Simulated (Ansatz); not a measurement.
Relaxed BaSnO$_{3}$ (cubic perovskite):

```
CELL_PARAMETERS angstrom
      4.13132     0.00000     0.00000
      0.00000     4.13132     0.00000
      0.00000     0.00000     4.13132
ATOMIC_POSITIONS crystal
  Ba 0.00000 0.00000 0.00000
  Sn 0.50000 0.50000 0.50000
  O  0.00000 0.50000 0.50000
  O  0.50000 0.50000 0.00000
  O  0.50000 0.00000 0.50000
```

In this cell atom 5 (O, nearest neighbour Sn at 2.066 Å; its periodic images, 4.1 Å or more away, move with it) is moved by s along Cartesian [110], unit vector (0.707, 0.707, 0.000); all other atoms and the cell stay fixed.

Computed with r2SCAN (plane waves to 500 eV, PAW, scalar-relativistic; Ansatz, an electronic-structure program). k mesh 7×7×7 (Γ-centred), Fermi-Dirac smearing 0.05 eV. The energy includes the smearing's −TS. F⊥ is the part of the force across the line. BaSnO3 was relaxed with its symmetry unable to fall. The zero of ΔE is the undisplaced structure.

### Question
Predict the ΔE (meV/cell) and |F⊥| (eV/Å) at s (Å) = -0.210, -0.084, -0.042, 0.168, 0.210.

### Answer
```tsv
s (Å)	ΔE (meV/cell)	|F⊥| (eV/Å)
-0.210	266.7	1.972
-0.084	41.8	0.714
-0.042	10.4	0.352
0.168	169.2	1.514
0.210	266.7	1.972
```

(For displaced atoms, the force is minus the slope of the energy, and its curvature is a force constant, which sets phonon frequencies.)
